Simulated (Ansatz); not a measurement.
# CoO: the change of pressure and cell moment with volume scale

All results are calculated (Ansatz 0.2.0). Periodic Kohn-Sham DFT of a crystal at fixed atoms, scaled to volume_scale times the given cell; pressure positive in compression, energy less spherical unpolarised free atoms, largest_vzz the field gradient of largest size among the nuclei.

The cell before it is scaled or strained (space group Fm-3m, No. 225):
```
cell vectors (Å)
   0.0000     2.1315     2.1315
   2.1315     0.0000     2.1315
   2.1315     2.1315     0.0000
atoms (fractions of the cell vectors)
Co  0.00000  0.00000  0.00000
O   0.50000  0.50000  0.50000
```

Settings of every row: method all-electron PAW; functional PBE; relativity scalar; k mesh 16x16x16; filling fermi-dirac; smearing width 0.05 eV; nucleus gaussian.

Atom:
```csv
element,start moment (bohr magneton)
Co,2
O,0
```

Limits: semilocal functional can close the gap of open d or f salts; with one magnetic atom in the cell only parallel moments are possible.

```csv
row,volume scale,V (Å³/atom),pressure (GPa),cell moment (bohr magneton)
1,0.94,9.103,8.652,2.705
2,0.96,9.297,4.987,2.804
3,0.98,9.49,1.521,2.884
4,0.99,9.587,-0.169,2.913
5,1,9.684,?,?
6,1.01,9.781,-3.444,2.953
7,1.02,9.878,-5.012,2.966
8,1.04,10.071,-7.974,2.983
9,1.06,10.265,-10.684,2.991
```

Question: what pressure and cell moment should row 5 give?

Worked fit of pressure. Take u = (V_r/V)^(2/3) − 1 with V_r = 9.684 Å³ an atom, which is twice the finite (Eulerian) strain; such expansions in the strain, on which the Birch-Murnaghan equation of state is built, carry the rest volume and the bulk modulus. The shown rows have u = 0.04211, 0.02756, 0.01358, 0.00673, -0.00662, -0.01314, -0.02579, -0.0381. Least squares give pressure = −1.8396 + 244.634 × u + 217.75 × u² − 2741 × u³ GPa; a parabola predicts inner rows, each left out in turn, worse (root mean square 0.048 against 0.023 GPa). The rows lie off it by 0.009, -0.024, 0.005, 0.015, 0.005, -0.002, -0.017, 0.008 (root mean square 0.013 GPa), a smooth pattern that one more power would take up: the form is only approximate. The pressure vanishes at u = 0.0075, or V = 9.576 Å³ an atom, and there the bulk modulus at fixed shape and fractions is B = −V dP/dV = (2/3)(1 + u) dP/du = 166 GPa. The withheld row has u = 0, so the fit gives −1.8396 + 244.634 × (0) + 217.75 × (0)² − 2741 × (0)³ = -1.840 GPa.

The calculation gave -1.826 GPa. The fit lies 0.014 GPa (0.072 % of the column's range) below it; its largest miss of a shown row is 0.024 GPa.

Worked fit of cell moment. Take t = volume scale − 1. The shown rows have t = -0.06, -0.04, -0.02, -0.01, 0.01, 0.02, 0.04, 0.06. Least squares give cell moment = 2.9344 + 2.312 × t − 24.26 × t² bohr magneton; a straight line predicts inner rows, each left out in turn, worse (root mean square 0.029 against 0.0055 bohr magneton). The rows lie off it by -0.003, 0.001, 0.006, 0.004, -0.002, -0.005, -0.005, 0.005 (root mean square 0.0042 bohr magneton). The withheld row has t = 0, so the fit gives 2.9344 + 2.312 × (0) − 24.26 × (0)² = 2.934 bohr magneton.

The calculation gave 2.936 bohr magneton. The fit lies 0.002 bohr magneton (0.7 % of the column's range) below it; its largest miss of a shown row is 0.006 bohr magneton.
